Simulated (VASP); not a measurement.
# VH2 (Fm-3m) in VASP: notebook, part 2 of 2

VASP 6.6.1. Earlier steps stand in the parts before.

### 5 Single point, PBEsol, collinear spin, ferromagnetic start

Contents of INCAR:

```
PREC     = Low            # precision mode
ENCUT    = 500            # plane-wave cutoff, eV
EDIFF    = 1E-6           # SCF threshold, eV
ISMEAR   = 0              # smearing method
SIGMA    = 0.05           # smearing width, eV
LREAL    = F              # projectors in reciprocal space
LASPH    = T              # aspherical terms in the spheres
NELM     = 100            # most SCF steps
ALGO     = Normal         # electronic algorithm
ISIF     = 2              # what is computed and relaxed
LWAVE    = F              # write WAVECAR
LCHARG   = F              # write CHGCAR
ISPIN    = 2              # spin polarisation
MAGMOM   = 2 0 0          # initial moments
LORBIT   = 11             # projections on sites
LMAXMIX  = 4              # l up to which the mixer works
GGA      = PS             # functional
NBANDS   = 18             # bands
ADDGRID  = F
```

Contents of KPOINTS:

```
Automatic mesh
0
Gamma
  6 6 6
```

Contents of POSCAR:

```
VH2
1.0
    0.0000000000      2.1355000000      2.1355000000
    2.1355000000      0.0000000000      2.1355000000
    2.1355000000      2.1355000000      0.0000000000
V H
1 2
Direct
    0.0000000000      0.0000000000      0.0000000000
    0.7500000000      0.7500000000      0.7500000000
    0.2500000000      0.2500000000      0.2500000000
```

Potentials or basis: VASP PAW PBE potentials, release 64 (V_sv, H).

Started as:

```
$ cat potpaw_PBE.64/V_sv/POTCAR potpaw_PBE.64/H/POTCAR > POTCAR
$ mpirun -np 1 vasp_std > vasp.out
```

OUTCAR:

```text
PREC = Low
   ENCUT = 500
   EDIFF = 1E-6
   ISMEAR = 0
   LREAL = F
   LASPH = T
   NELM = 100
   ISIF = 2
   ISPIN = 2
   LORBIT = 11
   GGA = PS

 Found     16 irreducible k-points:

 Following reciprocal coordinates:
            Coordinates               Weight
  0.000000  0.000000  0.000000      1.000000
  0.166667  0.000000  0.000000      8.000000
  0.333333  0.000000  0.000000      8.000000
  0.500000  0.000000  0.000000      4.000000
  0.166667  0.166667  0.000000      6.000000
  0.333333  0.166667  0.000000     24.000000
   k-points           NKPTS =     16   k-points in BZ     NKDIM =     16   number of bands    NBANDS=     18
   number of dos      NEDOS =    301   number of ions     NIONS =      3
   total plane-waves  NPLWV =   5832
   dimension x,y,z NGX =    18 NGY =   18 NGZ =   18
   dimension x,y,z NGXF=    18 NGYF=   18 NGZF=   18
   ions per type =               1   2
   NGX,Y,Z   is equivalent  to a cutoff of   9.91,  9.91,  9.91 a.u.
   NGXF,Y,Z  is equivalent  to a cutoff of   9.91,  9.91,  9.91 a.u.
 SYSTEM =  unknown system
   PREC   = low       normal or accurate (medium, high low for compatibility)
   ISTART =      0    job   : 0-new  1-cont  2-samecut
   ICHARG =      2    charge: 1-file 2-atom 10-const
   ISPIN  =      2    spin polarized calculation?
   LNONCOLLINEAR =      F non collinear calculations
   LSORBIT =      F    spin-orbit coupling
   LASPH  =      T    aspherical Exc in radial PAW
   ENCUT  =  500.0 eV  36.75 Ry    6.06 a.u.   5.51  5.51  5.51*2*pi/ulx,y,z
   NELM   =    100;   NELMIN=  2; NELMDL= -5     # of ELM steps
   EDIFF  = 0.1E-05   stopping-criterion for ELM
   LREAL  =      F    real-space projection
   EDIFFG = 0.1E-04   stopping-criterion for IOM
   NSW    =      0    number of steps for IOM
   IBRION =     -1    ionic relax: 0-MD 1-quasi-New 2-CG
   NFREE  =      0    steps in history (QN), initial steepest desc. (CG)
   ISIF   =      2    stress and relaxation
   ISYM   =      2    0-nonsym 1-usesym 2-fastsym
   POTIM  = 0.5000    time-step for ionic-motion
   TEBEG  =    0.0;   TEEND  =   0.0 temperature during run
   PSTRESS=    0.0 pullay stress
   NELECT =      15.0000    total number of electrons
   NUPDOWN=      -1.0000    fix difference up-down
   EMIN   =  10.00;   EMAX   =-10.00  energy-range for DOS
   EFERMI =   0.00;   METHOD = LEGACY
   ISMEAR =     0;   SIGMA  =   0.05  broadening in eV -4-tet -1-fermi 0-gaus
   EFERMI_NEDOS =   21; number of points for ismear=-14 and -15
   IALGO  =     38    algorithm
   IMIX   =      4    mixing-type and parameters
     AMIX     =   0.40;   BMIX     =  1.00
     AMIX_MAG =   1.60;   BMIX_MAG =  1.00
  volume/ion in A,a.u.               =       6.49        43.81
  Fermi-wavevector in a.u.,A,eV,Ry     =   1.500591  2.835706 30.637237  2.251773
  Thomas-Fermi vector in A             =   2.612072
   LORBIT       =     11    0 simple, 1 ext, 2 COOP (PROOUT), +10 PAW based schemes
   GGA     = PS    functional components
   LHFCALC =     F    Hartree Fock is set to
   AEXX    =    0.0000 exact exchange contribution
   IVDW    =     0    specifies the selected vdW correction
   LEPSILON=     F    determine dielectric tensor
   LRPA    =     F    only Hartree local field effects (RPA)
 spin polarized calculation
 Gauss-broadening in eV      SIGMA  =   0.05
  energy-cutoff  :      500.00
  volume of cell :       19.48
 maximum number of plane-waves:       531
   NGX = 11   NGY = 11   NGZ = 11

 number of electron      15.0000966 magnetization      -0.0023505

 number of electron      15.0000966 magnetization       0.0011727

 Free energy of the ion-electron system (eV)
  ---------------------------------------------------
  ext. energy  EPLUGINS =         0.00000000
  ---------------------------------------------------
  free energy    TOTEN  =       -17.05030860 eV

  energy without entropy =      -17.04865026  energy(sigma->0) =      -17.04947943

 E-fermi :   7.7316     XC(G=0): -12.2834

 val. band max:        7.6907518700   @ k =   0.3333   0.1667   0.0000
 cond. band min:       8.0004707714   @ k =   0.1667   0.1667   0.0000
 fundamental gap:      0.3097189014
 Fermi energy:         7.7315897802

 spin component 1

 k-point     1 :       0.0000    0.0000    0.0000
  band No.  band energies     occupation
      1     -56.3874      1.00000
      2     -30.1942      1.00000
      3     -30.1941      1.00000
      4     -30.1941      1.00000
      5      -3.3556      1.00000
      6       6.9874      1.00000
[... 10 lines left out ...]
     17      27.1604      0.00000
     18      27.1605      0.00000

 k-point     2 :       0.1667    0.0000    0.0000
  band No.  band energies     occupation
      1     -56.3754      1.00000
      2     -30.2783      1.00000
      3     -30.2049      1.00000
      4     -30.2048      1.00000
      5      -2.6537      1.00000
      6       5.0044      1.00000
[... 10 lines left out ...]
     17      27.3742      0.00000
     18      31.3411      0.00000

 k-point     3 :       0.3333    0.0000    0.0000
  band No.  band energies     occupation
      1     -56.3515      1.00000
      2     -30.4439      1.00000
      3     -30.2263      1.00000
      4     -30.2262      1.00000
      5      -0.9451      1.00000
      6       3.1472      1.00000
[... 34 lines left out ...]
 k-point     5 :       0.1667    0.1667    0.0000
  band No.  band energies     occupation
      1     -56.3715      1.00000
      2     -30.2783      1.00000
      3     -30.2223      1.00000
      4     -30.2222      1.00000
      5      -2.4088      1.00000
      6       4.5665      1.00000
[... 10 lines left out ...]
     17      29.0840      0.00000
     18      29.0841      0.00000

 k-point     6 :       0.3333    0.1667    0.0000
  band No.  band energies     occupation
      1     -56.3516      1.00000
      2     -30.3987      1.00000
      3     -30.2500      1.00000
      4     -30.2471      1.00000
      5      -0.9769      1.00000
      6       3.1455      1.00000
[... 10 lines left out ...]
     17      29.2996      0.00000
     18      29.6922      0.00000

 [... further k-points ...]

 spin component 2

 k-point     1 :       0.0000    0.0000    0.0000
  band No.  band energies     occupation
      1     -56.3867      1.00000
      2     -30.1934      1.00000
      3     -30.1932      1.00000
      4     -30.1932      1.00000
      5      -3.3548      1.00000
      6       6.9882      1.00000
[... 10 lines left out ...]
     17      27.1621      0.00000
     18      27.1622      0.00000

 k-point     2 :       0.1667    0.0000    0.0000
  band No.  band energies     occupation
      1     -56.3747      1.00000
      2     -30.2775      1.00000
      3     -30.2041      1.00000
      4     -30.2040      1.00000
      5      -2.6529      1.00000
      6       5.0051      1.00000
[... 10 lines left out ...]
     17      27.3754      0.00000
     18      31.3601      0.00000

 k-point     3 :       0.3333    0.0000    0.0000
  band No.  band energies     occupation
      1     -56.3508      1.00000
      2     -30.4431      1.00000
      3     -30.2255      1.00000
      4     -30.2254      1.00000
      5      -0.9443      1.00000
      6       3.1479      1.00000
[... 34 lines left out ...]
 k-point     5 :       0.1667    0.1667    0.0000
  band No.  band energies     occupation
      1     -56.3708      1.00000
      2     -30.2774      1.00000
      3     -30.2214      1.00000
      4     -30.2214      1.00000
      5      -2.4080      1.00000
      6       4.5671      1.00000
[... 10 lines left out ...]
     17      29.0850      0.00000
     18      29.0851      0.00000

 k-point     6 :       0.3333    0.1667    0.0000
  band No.  band energies     occupation
      1     -56.3509      1.00000
      2     -30.3979      1.00000
      3     -30.2492      1.00000
      4     -30.2462      1.00000
      5      -0.9761      1.00000
      6       3.1462      1.00000
[... 10 lines left out ...]
     17      29.3007      0.00000
     18      29.6934      0.00000

 [... further k-points ...]

------------------------ aborting loop because EDIFF is reached ----------------------------------------

  FORCE on cell =-STRESS in cart. coord.  units (eV):
  Direction    XX          YY          ZZ          XY          YZ          ZX
  --------------------------------------------------------------------------------------
  -------------------------------------------------------------------------------------
  Total       -1.5502436     -1.5502436     -1.5502436     -0.0000000      0.0000000     -0.0000000
  in kB     -127.5210307   -127.5210307   -127.5210307     -0.0000000      0.0000000     -0.0000000
  external PRESSURE =    -127.5210307 kB  Pullay stress =       0.0000000 kB

 VOLUME and BASIS-vectors are now :
 -----------------------------------------------------------------------------
  energy-cutoff  :      500.00
  volume of cell :       19.48
      direct lattice vectors                 reciprocal lattice vectors
     0.000000000  2.135500000  2.135500000    -0.234137204  0.234137204  0.234137204
     2.135500000  0.000000000  2.135500000     0.234137204 -0.234137204  0.234137204
     2.135500000  2.135500000  0.000000000     0.234137204  0.234137204 -0.234137204

 POSITION                                       TOTAL-FORCE (eV/Angst)
 -----------------------------------------------------------------------------------
      0.00000      0.00000      0.00000         0.000000      0.000000      0.000000
      3.20325      3.20325      3.20325         0.000000     -0.000000      0.000000
      1.06775      1.06775      1.06775        -0.000000      0.000000     -0.000000
 -----------------------------------------------------------------------------------
    total drift:                               -0.000000     -0.000000     -0.000000

  FREE ENERGIE OF THE ION-ELECTRON SYSTEM (eV)
  ---------------------------------------------------
  free  energy   TOTEN  =       -17.0503086016 eV

  energy  without entropy=      -17.0486502648  energy(sigma->0) =      -17.04947943

 total charge

# of ion       s       p       d       tot
------------------------------------------
    1        2.210   6.215   3.162  11.587
    2        0.560   0.026   0.000   0.587
    3        0.560   0.026   0.000   0.587
--------------------------------------------------
tot          3.330   6.268   3.162  12.760

 magnetization (x)

# of ion       s       p       d       tot
------------------------------------------
    1        0.000   0.000   0.000   0.000
    2       -0.000   0.000   0.000  -0.000
    3       -0.000   0.000   0.000  -0.000
--------------------------------------------------
tot         -0.000   0.000   0.000   0.000
```

Run time: 3.8 s. Hardware: 1 thread of AMD EPYC 9R45 (Zen 5), shared host; peak memory 0.08 GiB.

These settings aren't checked as converged: the numbers below hold their error.

Results:

```
Free energy                                           : -17.0503 eV
Pressure                                              : -12.8 GPa
Band gap on the k mesh                                : none (metal or under the smearing width)
Net moment                                            : 0.00 μB per cell
Valence electrons inside the program's atomic spheres : V 11.59; H 0.59
```

Caveat: the k mesh is coarse (spacing up to 0.42 Å⁻¹), so the values aren't converged; the PAW data sets were made with another functional, which shifts forces and pressure a little.

### 6 Single point, PBEsol, collinear spin, ferromagnetic start

INCAR is that of step 5.

KPOINTS is that of step 5.

Contents of POSCAR:

```
VH2
1.0
    0.0000000000      2.1355000000      2.1355000000
    2.1355000000      0.0000000000      2.1355000000
    2.1355000000      2.1355000000      0.0000000000
V H
1 2
Direct
    0.0461010000     -0.0262600000     -0.0131470000
    0.7548850000      0.7642400000      0.7593950000
    0.2340980000      0.2684520000      0.2434820000
```

Potentials or basis: VASP PAW PBE potentials, release 64 (V_sv, H).

Started as:

```
$ cat potpaw_PBE.64/V_sv/POTCAR potpaw_PBE.64/H/POTCAR > POTCAR
$ mpirun -np 1 vasp_std > vasp.out
```

Wall time 17 s (1 thread of AMD EPYC 9R45 (Zen 5), shared host); peak memory 0.12 GiB.

These settings aren't checked as converged: the numbers below hold their error.

Results:

```
Free energy                                           : -16.9521 eV
Pressure                                              : -11.1 GPa
Largest force                                         : 1.196 eV/Å
Band gap on the k mesh                                : none (metal or under the smearing width)
Net moment                                            : 0.00 μB per cell
Valence electrons inside the program's atomic spheres : V 11.60; H 0.59
```

Caveat: the k mesh is coarse (spacing up to 0.42 Å⁻¹), so the values aren't converged; the PAW data sets were made with another functional, which shifts forces and pressure a little.
